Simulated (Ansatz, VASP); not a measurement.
## Two plane-wave programs on CdS

```
Cd S
1.0
     0.00000    2.68137    2.68137
     2.68137    0.00000    2.68137
     2.68137    2.68137    0.00000
Cd S
1 1
Cartesian
  0.0000 0.0000 0.0000
  2.6814 2.6814 2.6814
```

Change from the starting cell: mode 4 frozen in at +0.000 Å, equal normal strain along x, y and z -0.0167.

Alike in both runs: task single point; functional r2SCAN; k mesh 8 × 8 × 8; occupations gaussian, width 0.05 eV; no spin polarisation.

|  | VASP | Ansatz |
| --- | --- | --- |
| version | VASP 6.6.1 | Ansatz 0.2.0 |
| potentials or method | VASP PAW PBE potentials, release 64 (Cd, S) | scalar-relativistic, plane waves, PAW |
| plane-wave cutoff (eV) | 520 | 500 |
| valence electrons in the cell | 18 | 26 |

|  | VASP | Ansatz | Ansatz less VASP |
| --- | --- | --- | --- |
| gap on the k mesh at the Fermi level (eV) | 0.73 | 0.74 | +0.019 |
| least direct gap on the mesh (eV) | 2.73 | 2.77 | +0.039 |
| pressure (GPa) | 5.3 | 4.7 | -0.60 |

The two sets of potentials don't hold the same shells in valence.

Caveats: the PAW data sets were made with another functional, which shifts forces and pressure a little (VASP). A k mesh can miss the band edges.
